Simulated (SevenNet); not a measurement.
**Skutterudite CoSb3**

All values below come from the machine-learned potential SevenNet-l3i5 (trained on PBE and PBE+U data).

Cell (relaxed at this level):

```cif
data_Co8Sb24
_chemical_formula_sum 'Co8 Sb24'
_space_group_name_H-M_alt 'Im-3'
_space_group_IT_number 204
_space_group_name_Hall '-I 2 2 3'
_cell_length_a 9.12477
_cell_length_b 9.12477
_cell_length_c 9.12477
_cell_angle_alpha 90.000
_cell_angle_beta 90.000
_cell_angle_gamma 90.000
loop_
_atom_site_label
_atom_site_type_symbol
_atom_site_symmetry_multiplicity
_atom_site_Wyckoff_symbol
_atom_site_fract_x
_atom_site_fract_y
_atom_site_fract_z
_atom_site_occupancy
Co1 Co 8 c 0.25000 0.25000 0.25000 1
Sb1 Sb 24 g 0.00000 0.33329 0.15957 1
```
(The calculation used a cell of 16 atoms; values per cell refer to that cell.)

For skutterudite CoSb3, the lattice parameter a comes out as 9.125 Å and the equilibrium volume per atom is 23.74 Å³/atom.

Measured, for comparison: lattice constant a 9.037 Å, equilibrium volume per atom 23.06 Å³/atom (room temperature, no zero-point or thermal correction; as tabulated in Alexeev et al. (2016), arXiv:1601.07731). Computed (rounded) less measured: lattice constant a +1.0 %, equilibrium volume per atom +2.9 %.

A machine-learned potential is trained on density-functional data: it inherits that level's misses and adds fitting errors of its own.
